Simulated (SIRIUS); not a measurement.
# Rh (Fm-3m) in SIRIUS: notebook, part 2 of 2

SIRIUS 7.12.0. The steps go on from the part before.

### 5 Equation of state, PBE+D4

File run.py:

```python
import json, subprocess
import numpy as np
from ase.io import read
from ase.units import Bohr, Hartree
from ase.calculators.calculator import Calculator, all_changes, SCFError
from ase.eos import EquationOfState
from ase.units import GPa
from ase.calculators.mixing import SumCalculator
from dftd4.ase import DFTD4

class Sirius(Calculator):
    """Writes sirius.json, runs sirius.scf and reads output.json. Species files lie in the folder."""
    implemented_properties = ["energy", "free_energy", "forces", "magmom", "magmoms"]

    def __init__(self, settings, start):
        super().__init__()
        self.settings, self.start, self.warm = settings, start, False

    def run(self, atoms, settings, task):
        symbols = atoms.get_chemical_symbols()
        types = sorted(set(symbols))
        spin = settings["parameters"]["num_mag_dims"] > 0
        rows = {t: [] for t in types}
        for s, x, m in zip(symbols, atoms.get_scaled_positions(wrap=False), atoms.get_initial_magnetic_moments()):
            rows[s].append(list(x) + ([0, 0, m] if spin else []))
        cell = dict(lattice_vectors=(atoms.cell[:] / Bohr).tolist(), atom_types=types,
                    atom_files={t: t + ".json" for t in types}, atoms=rows)
        with open("sirius.json", "w") as f:
            json.dump(dict(settings, unit_cell=cell), f, indent=1)
        with open("sirius.log", "a") as log:
            subprocess.run(["sirius.scf", "--input=sirius.json", "--output=output.json", f"--task={task}"],
                           stdout=log, stderr=log, check=True)
        with open("output.json") as f:
            return json.load(f)["ground_state"], np.argsort(np.argsort(symbols, kind="stable"))

    def calculate(self, atoms=None, properties=["energy"], system_changes=all_changes):
        super().calculate(atoms, properties, system_changes)
        if not self.warm or "cell" in system_changes:
            loose = dict(self.settings, parameters={**self.settings["parameters"], **self.start})
            self.run(atoms, loose, task=0)  # loose LDA density as the start
            self.warm = True
        gs, order = self.run(atoms, self.settings, task=1)
        if not gs["converged"]:
            raise SCFError("SIRIUS did not converge")
        e = gs["energy"]
        free = e["free"] * Hartree  # E - TS, whose slope the forces are
        self.results = dict(energy=free, free_energy=free,
                            forces=np.array(gs["forces"])[order] * Hartree / Bohr)
        if "magnetisation" in gs:
            self.results["magmom"] = gs["magnetisation"]["total"][2]
            self.results["magmoms"] = np.array(gs["magnetisation"]["atoms"])[order, 2]
        self.gap, self.fermi = gs["band_gap"] * Hartree, gs["efermi"] * Hartree

settings = {'control': {'processing_unit': 'cpu',
             'std_evp_solver_name': 'lapack',
             'gen_evp_solver_name': 'lapack',
             'verbosity': 1,
             'print_forces': True,
             'ortho_rf': True,
             'use_second_variation': True,
             'rmt_max': 3.0},
 'parameters': {'electronic_structure_method': 'full_potential_lapwlo',
                'xc_functionals': ['XC_GGA_X_PBE', 'XC_GGA_C_PBE'],
                'core_relativity': 'dirac',
                'valence_relativity': 'iora',
                'num_fv_states': 17,
                'smearing': 'fermi_dirac',
                'smearing_width': 0.0018374661,
                'pw_cutoff': 20,
                'gk_cutoff': 3.61,
                'lmax_apw': 10,
                'lmax_rho': 8,
                'lmax_pot': 8,
                'num_mag_dims': 0,
                'auto_rmt': 0,
                'ngridk': [12, 12, 12],
                'shiftk': [0, 0, 0],
                'num_dft_iter': 80,
                'energy_tol': 1e-07,
                'density_tol': 1e-05,
                'use_symmetry': True},
 'settings': {'tol_ne': 1e-10},
 'iterative_solver': {'type': 'exact'},
 'mixer': {'type': 'anderson', 'beta': 0.5, 'max_history': 8}}
start = {'xc_functionals': ['XC_LDA_X', 'XC_LDA_C_PW'],
 'ngridk': [5, 5, 5],
 'gk_cutoff': 2.89,
 'smearing': 'fermi_dirac',
 'smearing_width': 0.0055,
 'energy_tol': 0.01,
 'density_tol': 0.05,
 'num_dft_iter': 30}

atoms = read("POSCAR")
sirius = Sirius(settings, start)
dispersion = DFTD4(method="pbe")
atoms.calc = SumCalculator([sirius, dispersion])

cell = atoms.cell.copy()
volumes, energies = [], []
for x in [0.94, 0.96, 0.98, 1.0, 1.02, 1.04, 1.06]:
    atoms.set_cell(cell * x ** (1 / 3), scale_atoms=True)
    volumes.append(atoms.get_volume() / len(atoms))
    energies.append(atoms.get_potential_energy() / len(atoms))
    print(f"{volumes[-1]:10.4f} A^3/atom {energies[-1]:16.6f} eV/atom")
eos = EquationOfState(volumes, energies, eos="birchmurnaghan")
v0, e0, b0 = eos.fit()
print(f"V0 {v0:.4f} A^3/atom, B0 {b0 / GPa:.2f} GPa, B0' {eos.eos_parameters[2]:.2f}")
result = dict(volumes=volumes, energies=energies)
result.update(gap=sirius.gap, fermi=sirius.fermi, **{k: np.array(v).tolist() for k, v in sirius.results.items() if "mag" in k})
result['dispersion'] = dispersion.get_potential_energy(atoms)
with open("result.json", "w") as f:
    json.dump(result, f)
```

File POSCAR:

```
Rh
1.0
    0.0000000000      1.8978500000      1.8978500000
    1.8978500000      0.0000000000      1.8978500000
    1.8978500000      1.8978500000      0.0000000000
Rh
1
Direct
    0.0000000000      0.0000000000      0.0000000000
```

Potentials or basis: all-electron FP-LAPW, apw+lo standard.

On the command line:

```
$ OMP_NUM_THREADS=1 python run.py
```

The log of the run:

```text
12.8512 A^3/atom   -130214.647147 eV/atom
   13.1246 A^3/atom   -130214.671631 eV/atom
   13.3981 A^3/atom   -130214.683556 eV/atom
   13.6715 A^3/atom   -130214.684668 eV/atom
   13.9449 A^3/atom   -130214.676302 eV/atom
   14.2183 A^3/atom   -130214.659965 eV/atom
   14.4918 A^3/atom   -130214.636038 eV/atom
V0 13.5645 A^3/atom, B0 289.55 GPa, B0' 5.75
```

sirius.log (last run):

```text
[info] SIRIUS version : 7.12.0
[info] number of MPI ranks           : 1
[info] MPI grid                      : 1 1
[info] maximum number of OMP threads : 1
[fft] FFT context for density and potential
[fft] =====================================
[fft]   plane wave cutoff                     : 20
[fft]   grid size                             : 36 36 36   total : 46656
[fft]   grid limits                           : -17 18   -17 18   -17 18
[fft]   number of G-vectors within the cutoff : 13323
[fft]   number of G-shells                    : 391
[fft] FFT context for coarse grid
[fft] =====================================
[fft]   plane wave cutoff                     : 7.22
[fft]   grid size                             : 15 15 15   total : 3375
[fft]   grid limits                           : -7 7   -7 7   -7 7
[fft]   number of G-vectors within the cutoff : 609
[fft]   number of G-shells                    : 30
[unit cell] lattice vectors
[unit cell]   a1 :       0.0000000000      3.6567564823      3.6567564823
[unit cell]   a2 :       3.6567564823      0.0000000000      3.6567564823
[unit cell]   a3 :       3.6567564823      3.6567564823      0.0000000000
[unit cell] reciprocal lattice vectors
[unit cell]   b1 :      -0.8591200067      0.8591200067      0.8591200067
[unit cell]   b2 :       0.8591200067     -0.8591200067      0.8591200067
[... 229 lines left out ...]
[find] core_eval_sum                  :   -2845.84490194
[find] kinetic energy                 :    4983.53269216
[find] enuc                           :   -5801.58297872
[find] <rho|V^{XC}>                   :    -181.18347908
[find] <rho|E^{XC}>                   :    -138.92016647
[find] <mag|B^{XC}>                   :       0.00000000
[... 28 lines left out ...]
[find] valence_eval_sum               :     -10.55424587
[find] core_eval_sum                  :   -2844.35939817
[find] kinetic energy                 :    4987.62866519
[find] enuc                           :   -5803.28844869
[find] <rho|V^{XC}>                   :    -181.20983957
[find] <rho|E^{XC}>                   :    -138.94370773
[find] <mag|B^{XC}>                   :       0.00000000
[find] <rho|V^{H}>                    :   -7661.33246967
[find] smearing (-TS)                 :      -0.00034858
[find] SCF correction                 :       0.00002874
[find] Total energy                   :   -4785.26969733 (Ha),   -9570.53939465 (Ry)
[find] Free energy (E-TS)             :   -4785.27004590 (Ha),   -9570.54009181 (Ry)
[find] band gap (eV)                  :       0.00000000
[find] Efermi                         :       0.37992035
[find] iteration : 6, RMS (target) : 4.4843e-06 (1.0000e-05) , energy difference (target) : -3.3860e-09 (1.0000e-07)
[find] converged after 7 SCF iterations!
[find] Charges and magnetic moments
[find] --------------------------------------------------------------------------------
[find] atom      charge    core leakage
[find] --------------------------------------------------------------------------------
[find]    0   43.593628    5.012595e-08
[find] total core leakage    : 5.01259496e-08
[find] interstitial charge   : 1.406370
[find] total charge          : 44.999998
[find] Energy
[find] --------------------------------------------------------------------------------
[find] valence_eval_sum               :     -10.55424587
[find] core_eval_sum                  :   -2844.35939817
[find] kinetic energy                 :    4987.62866519
[find] enuc                           :   -5803.28844869
[find] <rho|V^{XC}>                   :    -181.20983957
[find] <rho|E^{XC}>                   :    -138.94370773
[find] <mag|B^{XC}>                   :       0.00000000
[find] <rho|V^{H}>                    :   -7661.33246967
[find] smearing (-TS)                 :      -0.00034858
[find] SCF correction                 :       0.00002874
[find] Total energy                   :   -4785.26969733 (Ha),   -9570.53939465 (Ry)
[find] Free energy (E-TS)             :   -4785.27004590 (Ha),   -9570.54009181 (Ry)
[find] band gap (eV)                  :       0.00000000
[find] Efermi                         :       0.37992035
[ground_state]
[ground_state] ==== total Forces in Ha/bohr =====
[ground_state] atom:    0, force:       0.0000000      0.0000000      0.0000000
```

Rh.json:

```text
{
  "name": "rhodium",
  "symbol": "Rh",
  "number": 45,
  "mass": 102.9055,
  "rmin": 1e-06,
  "rmt": 2.44,
  "nrmt": 800,
  "rinf": 15.89,
  "core": "1s2s2p3s3p3d",
  "valence": [
    {"basis": [{"enu": 0.2, "dme": 0, "n": 0, "auto": 0}, {"enu": 0.2, "dme": 1, "n": 0, "auto": 0}]},
    {"l": 0, "n": 1, "basis": [{"enu": 0.3, "dme": 0, "n": 0, "auto": 0}]},
    {"l": 1, "n": 2, "basis": [{"enu": 0.3, "dme": 0, "n": 0, "auto": 0}]},
    {"l": 2, "n": 3, "basis": [{"enu": 0.3, "dme": 0, "n": 0, "auto": 0}]},
    {"l": 3, "n": 4, "basis": [{"enu": 0.3, "dme": 0, "n": 0, "auto": 0}]}
  ],
  "lo": [
    {"l": 0, "basis": [{"enu": 0.3, "dme": 0, "n": 0, "auto": 0}, {"enu": 0.3, "dme": 1, "n": 0, "auto": 0}]},
    {
      "l": 0,
      "basis": [{"enu": -2.5564, "dme": 0, "n": 4, "auto": 1}, {"enu": -2.5564, "dme": 1, "n": 4, "auto": 1}]
    },
    {"l": 0, "basis": [{"enu": -2.5564, "dme": 1, "n": 4, "auto": 1}, {"enu": 0.3, "dme": 0, "n": 0, "auto": 0}]},
    {"l": 0, "basis": [{"enu": 0.3, "dme": 0, "n": 0, "auto": 0}, {"enu": 2.9874, "dme": 0, "n": 0, "auto": 0}]},
    {"l": 1, "basis": [{"enu": 0.3, "dme": 0, "n": 0, "auto": 0}, {"enu": 0.3, "dme": 1, "n": 0, "auto": 0}]},
    {
      "l": 1,
      "basis": [{"enu": -1.3862, "dme": 0, "n": 4, "auto": 1}, {"enu": -1.3862, "dme": 1, "n": 4, "auto": 1}]
    },
    {"l": 1, "basis": [{"enu": -1.3862, "dme": 1, "n": 4, "auto": 1}, {"enu": 0.3, "dme": 0, "n": 0, "auto": 0}]},
    {"l": 1, "basis": [{"enu": 0.3, "dme": 0, "n": 0, "auto": 0}, {"enu": 3.3906, "dme": 0, "n": 0, "auto": 0}]},
    {"l": 2, "basis": [{"enu": 0.3, "dme": 0, "n": 0, "auto": 0}, {"enu": 0.3, "dme": 1, "n": 0, "auto": 0}]},
    {"l": 2, "basis": [{"enu": 0.3, "dme": 1, "n": 0, "auto": 0}, {"enu": 0.3, "dme": 2, "n": 0, "auto": 0}]},
    {"l": 2, "basis": [{"enu": 0.3, "dme": 0, "n": 0, "auto": 0}, {"enu": 2.9203, "dme": 0, "n": 0, "auto": 0}]},
    {"l": 3, "basis": [{"enu": 0.3, "dme": 0, "n": 0, "auto": 0}, {"enu": 0.3, "dme": 1, "n": 0, "auto": 0}]},
    {"l": 3, "basis": [{"enu": 0.3, "dme": 0, "n": 0, "auto": 0}, {"enu": 3.2226, "dme": 0, "n": 0, "auto": 0}]}
  ],
  "free_atom": [... radial grid and density of the free atom, the start of the SCF ...]
}
```

Run time: 2.7 min. Hardware: 1 thread of Intel Xeon Platinum 8559C (Emerald Rapids), shared host; peak memory 0.31 GiB.

What came out:

```yaml
Equilibrium_volume: 13.56 Å³/atom
Bulk_modulus: 290 GPa
Pressure_derivative_of_the_bulk_modulus: "5.8 (rough: it moves with the points fitted)"
```

Energy against volume, from the lowest point:
```csv
volume (Å³/atom),energy (meV/atom)
12.851,37.52
13.125,13.04
13.398,1.11
13.671,0.00
13.945,8.37
14.218,24.70
14.492,48.63
```

### 6 Overview

| level | V0 of scaled cells (Å³/atom) | B0 (GPa) |
| --- | --- | --- |
| PBE | 14.02 | 254 |
| PBE+D3 | 13.60 | 284 |
| PBE+D3(BJ) | 13.62 | 284 |
| PBE+D4 | 13.56 | 290 |

Alike in all rows: task equation of state; potentials or basis all-electron FP-LAPW, apw+lo standard; no spin polarisation; cell as given; k mesh 12 × 12 × 12; cutoff (eV) 177; smearing fermi-dirac 0.05 eV.

Compare energies only between runs with the same functional and basis.

### 7 How close it comes

Step 2. A measured bulk modulus of Rh is 264 GPa (quoted in “Thermal equation of state of rhodium characterized by XRD in a resistively heated diamond anvil cell”, 2024, pmc:11535440); the calculated 254 GPa misses it by -3.9 %. The fit is for a static lattice scaled at fixed shape and fixed fractional positions.

Step 3. A measured bulk modulus of Rh is 264 GPa (quoted in “Thermal equation of state of rhodium characterized by XRD in a resistively heated diamond anvil cell”, 2024, pmc:11535440); the calculated 284 GPa misses it by +7.7 %. The fit is for a static lattice scaled at fixed shape and fixed fractional positions.

Step 4. Against the measured bulk modulus of Rh, 264 GPa (quoted in “Thermal equation of state of rhodium characterized by XRD in a resistively heated diamond anvil cell”, 2024, pmc:11535440), the calculated 284 GPa is off by +7.4 %. The fit is for a static lattice scaled at fixed shape and fixed fractional positions.

Step 5. A measured bulk modulus of Rh is 264 GPa (quoted in “Thermal equation of state of rhodium characterized by XRD in a resistively heated diamond anvil cell”, 2024, pmc:11535440); the calculated 290 GPa misses it by +9.7 %. The fit is for a static lattice scaled at fixed shape and fixed fractional positions.
